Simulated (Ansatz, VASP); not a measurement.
# Ag: VASP beside Ansatz

INCAR

```
ALGO = Normal
EDIFF = 1E-8
ENCUT = 520
GGA = PE
ISIF = 2
ISMEAR = -1
LASPH = True
LCHARG = False
LEFG = True
LREAL = False
LWAVE = False
NBANDS = 12
NELM = 100
PREC = Accurate
SIGMA = 0.05
```

KPOINTS

```
k-points
0
Gamma
  15 15 15
```

File POSCAR:

```
Ag
1.0
    0.0000000000      2.0831709575      2.0831709575
    2.0831709575      0.0000000000      2.0831709575
    2.0831709575      2.0831709575      0.0000000000
Ag
1
Direct
    0.0000000000      0.0000000000      0.0000000000
```

Input for Ansatz:

```yaml
crystal:
  lattice:
    - [0.0, 2.0831709575, 2.0831709575]
    - [2.0831709575, 0.0, 2.0831709575]
    - [2.0831709575, 2.0831709575, 0.0]
  atoms:
    - { symbol: Ag, position: [0.0, 0.0, 0.0] }
kpoints:
  mp_grid: { grid: [15, 15, 15] }
scf:
  occupations: { method: fermi_dirac, width: 0.05 }
hamiltonian:
  xc: pbe
  pseudopotentials: { kind: all_electron, datasets: crystal }
output:
  forces: true
  stress: true
  eigenvalues: true
  efg: { contact_densities: true }
```

Change from the starting cell: volume scaled by 1.06, crystal datasets.

Alike in both runs: task electric field gradients; functional PBE; k mesh 15 × 15 × 15; occupations fermi-dirac, width 0.05 eV; no spin polarisation.

|  | VASP | Ansatz |
| --- | --- | --- |
| version | VASP 6.6.1 | Ansatz 0.2.0 |
| potentials or method | VASP PAW PBE potentials, release 64 (Ag) | all-electron PAW with datasets made for the crystal, scalar-relativistic |
| plane-wave cutoff (eV) | 520 | see its input |

VASP gave:

| Property | Result |
| --- | --- |
| pressure (GPa) | -1.3 |
| Vzz of the field gradient on the site that differs most (V/Å²) | 0.0 |

**Question.** What did Ansatz give for the same quantities?

**Answer.** Pressure (GPa): -1.2; Vzz of the field gradient on the site that differs most (V/Å²): 0.0.

Ansatz ran all-electron here, so the differences hold the error of VASP's frozen core and of both bases. Ansatz warned: «gradients_without_spin_orbit».
